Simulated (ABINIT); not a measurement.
**SrCl2 in ABINIT: convergence with k mesh**

Input of the first run (k mesh 1 × 1 × 1); the others differ in this setting and in those tied to it:

The input run.abi:

```
pp_dirpath "./"
pseudos "Sr.upf, Cl.upf"

acell 3*1.0
rprim
     0.0000000000     6.5920261268     6.5920261268
     6.5920261268     0.0000000000     6.5920261268
     6.5920261268     6.5920261268     0.0000000000
ntypat 2
znucl 38 17
natom 3
typat 1 2 2
xred
     0.0000000000     0.0000000000     0.0000000000
     0.7500000000     0.7500000000     0.7500000000
     0.2500000000     0.2500000000     0.2500000000

ecut 32.0

kptopt 1
ngkpt 1 1 1
nshiftk 1
shiftk 0.0 0.0 0.0

ixc -106131

nband 16
occopt 4
tsmear 0.00367493

nstep 100
tolvrs 1.0e-10

iomode 3
prtwf 0
prtden 0
prteig 0
prtebands 0
enunit 1
prtvol 2
```

Potentials or basis: PseudoDojo NC SR PBE v0.5 stringent.

Command:

```bash
$ abinit run.abi > log 2>&1
```

Hardware: 1 thread of Intel(R) Xeon(R) 6975P-C (Granite Rapids), with other jobs on the host.

```tsv
k mesh	energy less the tightest run (meV/atom)	pressure (GPa)	gap on the mesh (eV)	SCF cycles	CPU time (s)	peak memory (GiB)
1 × 1 × 1	194.60	1.43	5.507	10	2.4	0.08
2 × 2 × 2	13.23	2.98	5.357	10	4.2	0.09
3 × 3 × 3	0.33	2.75	5.548	10	8	0.09
4 × 4 × 4	0.02	2.75	5.370	10	13	0.1
5 × 5 × 5	0.00	2.75	5.440	9	16	0.1
6 × 6 × 6	0.00	2.75	5.370	10	27	0.1
7 × 7 × 7	0.00	2.75	5.405	10	35	0.1
9 × 9 × 9	0.00	2.75	5.391	9	56	0.13
10 × 10 × 10	0.00	2.75	5.370	9	73	0.14
```

Against the tightest run, the energy stays within 1 meV/atom from 3 × 3 × 3 on; the pressure stays within 0.1 GPa from 3 × 3 × 3 on. Not settled before the last step: the gap on the mesh (to 0.01 eV). Meshes of other sizes hit other points, so gaps and Fermi surfaces needn't settle smoothly. The tightest run that finished is the yardstick and may itself not be fully converged.

Caveat, for the tightest run too: the potentials were made for another functional, which shifts forces and pressure.
